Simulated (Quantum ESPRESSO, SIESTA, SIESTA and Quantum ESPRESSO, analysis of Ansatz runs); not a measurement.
**Al2O3 (R-3c):F_O, a ladder of methods on one cell (SIESTA and Quantum ESPRESSO)**

We place the charge-transition levels of F_O in Al2O3 (R-3c) with atom-centred orbitals, then repeat the energies at other levels of method to see what holds. Model: a cell of 80 host atoms with 1 O taken out and 1 F put in.

Main program and level: SIESTA and Quantum ESPRESSO; SIESTA numerical-orbital DFT, PBEsol, DZP basis, PseudoDojo 0.4.1 potentials converted to PSML; charged supercells in a uniform background, point-charge correction with alignment at far sites.

Experimental background.

“Multi-petahertz electron interference in Cr:Al2O3 solid-state material” (2018, pmc:5906618) quotes from earlier work for Al2O3, alpha (corundum) (high-purity reference sample): band gap (optical band gap of host from absorption) 8.7 eV [literature value quoted for a high-purity sample; optical absorption edge, temperature …].

## 1. The structure

The cell holds 80 atoms: 32 Al, 47 O and 1 F. Its edges and angles: a = 10.305 Å, b = 10.305 Å, c = 10.305 Å, α = 55.5°, β = 55.5°, γ = 55.5°. It derives from Al2O3 (space group R-3c). Nearest the centre at fractional (0.625, 0.278, 0.472): F49 at 0.00 Å, Al41 at 1.87 Å, Al2 at 1.87 Å, Al54 at 1.98 Å, Al53 at 1.98 Å, O80 at 2.54 Å, O16 at 2.54 Å, O58 at 2.63 Å.

As a file:

```xyz
80
Lattice="4.7985 2.7704 8.6887 -4.7985 2.7704 8.6887 0.0000 -5.5408 8.6887" Properties=species:S:1:pos:R:3 pbc="T T T"
Al    0.0000    0.0000    8.4363
Al    0.0000    0.0000   11.1133
Al    0.0000    0.0000    1.9198
Al    0.0000    0.0000    4.5968
O     0.9346   -1.3852    5.4305
O     1.6669    0.1168    7.6026
O    -1.6669   -0.1168    5.4305
O     0.7323    1.5020    5.4305
O    -0.7323   -1.5020    7.6026
O    -0.9346    1.3852    7.6026
Al    0.0000   -2.7704   12.7807
Al    0.0000   -2.7704   15.4577
Al    0.0000   -2.7704    6.2641
Al    0.0000   -2.7704    8.9412
O     0.9346   -4.1556    9.7748
O     1.6669   -2.6536   11.9470
O    -1.6669   -2.8872    9.7748
O     0.7323   -1.2684    9.7748
O    -0.7323   -4.2724   11.9470
O    -0.9346   -1.3852   11.9470
Al   -2.3993    1.3852   12.7807
Al   -2.3993    1.3852   15.4577
Al   -2.3993    1.3852    6.2641
Al   -2.3993    1.3852    8.9412
O    -1.4646    0.0000    9.7748
O    -0.7323    1.5020   11.9470
O    -4.0662    1.2684    9.7748
O    -1.6669    2.8872    9.7748
O    -3.1316   -0.1168   11.9470
O    -3.3339    2.7704   11.9470
Al   -2.3993   -1.3852   17.1250
Al   -2.3993   -1.3852   19.8021
Al   -2.3993   -1.3852   10.6085
Al   -2.3993   -1.3852   13.2855
O    -1.4646   -2.7704   14.1192
O    -0.7323   -1.2684   16.2914
O    -4.0662   -1.5020   14.1192
O    -1.6669    0.1168   14.1192
O    -3.1316   -2.8872   16.2914
O    -3.3339    0.0000   16.2914
Al    2.3993    1.3852   12.7807
Al    2.3993    1.3852   15.4577
Al    2.3993    1.3852    6.2641
Al    2.3993    1.3852    8.9412
O     3.3339    0.0000    9.7748
O     4.0662    1.5020   11.9470
O     0.7323    1.2684    9.7748
O     3.1316    2.8872    9.7748
F     1.6669   -0.1168   11.9470
O     1.4646    2.7704   11.9470
Al    2.3993   -1.3852   17.1250
Al    2.3993   -1.3852   19.8021
Al    2.3993   -1.3852   10.6085
Al    2.3993   -1.3852   13.2855
O     3.3339   -2.7704   14.1192
O     4.0662   -1.2684   16.2914
O     0.7323   -1.5020   14.1192
O     3.1316    0.1168   14.1192
O     1.6669   -2.8872   16.2914
O     1.4646    0.0000   16.2914
Al    0.0000    2.7704   17.1250
Al    0.0000    2.7704   19.8021
Al    0.0000    2.7704   10.6085
Al    0.0000    2.7704   13.2855
O     0.9346    1.3852   14.1192
O     1.6669    2.8872   16.2914
O    -1.6669    2.6536   14.1192
O     0.7323    4.2724   14.1192
O    -0.7323    1.2684   16.2914
O    -0.9346    4.1556   16.2914
Al    0.0000    0.0000   21.4694
Al    0.0000    0.0000   24.1464
Al    0.0000    0.0000   14.9528
Al    0.0000    0.0000   17.6299
O     0.9346   -1.3852   18.4635
O     1.6669    0.1168   20.6357
O    -1.6669   -0.1168   18.4635
O     0.7323    1.5020   18.4635
O    -0.7323   -1.5020   20.6357
O    -0.9346    1.3852   20.6357
```

Screening for the image-charge correction: ε∞ = (3.25, 3.25, 3.21), ε0 = (9.30, 9.30, 11.25), from a response run on this crystal (DFPT, PBEsol, Quantum ESPRESSO) at that run's own cell.

The cell's shortest repeat is 9.6 Å.

The primitive cell was relaxed at this level beforehand, to 86.63 Å³.

The defect-free supercell was relaxed beforehand, from displaced atoms: they ended at most 0.01 Å from the sites they started about, so the symmetric structure holds.

## 2. Band edges

Levels are counted from the valence top, which comes from the unit cell, dense mesh; the energy of the host comes from the defect-free supercell at the defects' own k-points, so that the host's part of the sampling error cancels.

Contents of host.fdf:

```
SystemName                      Al2O3
SystemLabel                     host
NumberOfSpecies                 2
NumberOfAtoms                   10
%block ChemicalSpeciesLabel
  1   13 Al
  2    8 O
%endblock ChemicalSpeciesLabel
LatticeConstant                 1.0 Ang
%block LatticeVectors
     2.399251000     1.385208000     4.344362000
    -2.399251000     1.385208000     4.344362000
     0.000000000    -2.770417000     4.344362000
%endblock LatticeVectors
AtomicCoordinatesFormat         Fractional
%block AtomicCoordinatesAndAtomicSpecies
     0.647298456     0.647298456     0.647298583  1
     0.852701484     0.852701484     0.852701537  1
     0.147298516     0.147298516     0.147298463  1
     0.352701544     0.352701544     0.352701417  1
     0.444775926     0.055223937     0.750000022  2
     0.944776004     0.250000009     0.555224102  2
     0.055223996     0.749999991     0.444775898  2
     0.749999993     0.444775987     0.055223905  2
     0.250000007     0.555224013     0.944776095  2
     0.555224074     0.944776063     0.249999978  2
%endblock AtomicCoordinatesAndAtomicSpecies
%block kgrid.MonkhorstPack
    8   0   0  0.00
    0   8   0  0.00
    0   0   8  0.00
%endblock kgrid.MonkhorstPack
XC.Functional                   GGA
XC.Authors                      PBEsol
PAO.BasisSize                   DZP
PAO.EnergyShift                 0.005 Ry
Mesh.Cutoff                     300 Ry
OccupationFunction              FD
ElectronicTemperature           0.01 eV
MaxSCFIterations                150
SCF.MustConverge                true
SCF.Mixer.Method                Pulay
SCF.Mixer.Weight                0.2
SCF.Mixer.History               10
SCF.DM.Tolerance                1.0e-4
SCF.H.Tolerance                 1.0e-3 eV
WriteForces                     true
Charge.Mulliken                 end
```

Command:

```sh
$ OMP_NUM_THREADS=1 siesta host.fdf > host.out
```

Output:

```text
Version         : 5.4.2

                           ***********************
                           *  WELCOME TO SIESTA  *
                           ***********************

[...]
reinit: Reading from file host.fdf

reinit: -----------------------------------------------------------------------
reinit: System Name: Al2O3
reinit: -----------------------------------------------------------------------
reinit: System Label: host
reinit: -----------------------------------------------------------------------

initatom: Reading input for the pseudopotentials and atomic orbitals ----------
Species number:   1 Atomic number:   13 Label: Al
Species number:   2 Atomic number:    8 Label: O

[... pseudopotential checks and orbital generation ...]

prinput: Basis input

PAO.BasisType split

%block ChemicalSpeciesLabel
    1   13 Al                      # Species index, atomic number, species label
    2    8 O                       # Species index, atomic number, species label
%endblock ChemicalSpeciesLabel

%block PAO.Basis                 # Define Basis set
# WARNING: This information might be incomplete!
[...]
siesta:       Hartree =     723.783037
siesta:         Exch. =    -742.901712
siesta:         Corr. =     -66.348275
siesta:   Exch.-corr. =    -809.249987
siesta:  Ion-electron =   -3237.201033
siesta:       Ion-ion =   -1590.741006
siesta:         Total =   -2959.489365
siesta:         Fermi =      -8.009341
[...]
siesta: Stress tensor (static) (eV/Ang**3):
siesta:     0.000136   -0.000000    0.000000
siesta:    -0.000000    0.000136   -0.000000
siesta:     0.000000   -0.000000    0.000131
[...]
siesta: Cell volume =         86.629945 Ang**3
[...]
siesta: Pressure (static):
siesta:                Solid            Molecule  Units
siesta:          -0.00000147         -0.00000153  Ry/Bohr**3
siesta:          -0.00013463         -0.00014063  eV/Ang**3
siesta:          -0.21570807         -0.22532019  kBar
[...]
mulliken: Qtot =       48.000

Mulliken Atomic Populations:
Atom #   charge [q] valence [e]  Species
     1     0.612547    2.387453  Al
     2     0.612547    2.387453  Al
     3     0.612547    2.387453  Al
     4     0.612547    2.387453  Al
     5    -0.408365    6.408365  O
     6    -0.408364    6.408364  O
     7    -0.408364    6.408364  O
     8    -0.408364    6.408364  O
     9    -0.408364    6.408364  O
    10    -0.408365    6.408365  O
 Total    -0.000000

Job completed
```

It took 2.7 min on 1 MPI rank of Arm Neoverse V1, shared host; peak memory 0.37 GiB.

The gap at this level is 5.88 eV.

Test of the sampling: at one point at (¼, ¼, ¼) the host's energy lies 3 meV an atom above its value on the primitive cell's dense mesh, close enough for the relaxations.

(Part 1 of 4 ends here.)

[Logs are printed without paths, hosts, clocks, repeated set-up lines and the standing remarks that a program may print on its own settings, such as how far it seeks lower states.]

[Hosts, paths, dates, database ids (printed as entryN), source tags and the programs' standing remarks are cut or masked in the printed files.]

[For some hosts the program warned that the k-mesh of the response run may be too coarse for force constants and the static dielectric constant; such warnings are not shown here.]

[Charge tables in the logs are Mulliken or Hirshfeld populations, whose sizes and signs can differ; where basis functions stand at a vacancy, SIESTA counts their charge against the missing atom's valence.]

[In relaxation paths of CP2K, step 0 can be the structure after the first move, since the trajectory file begins there, and the last row can be the final structure solved once more.]
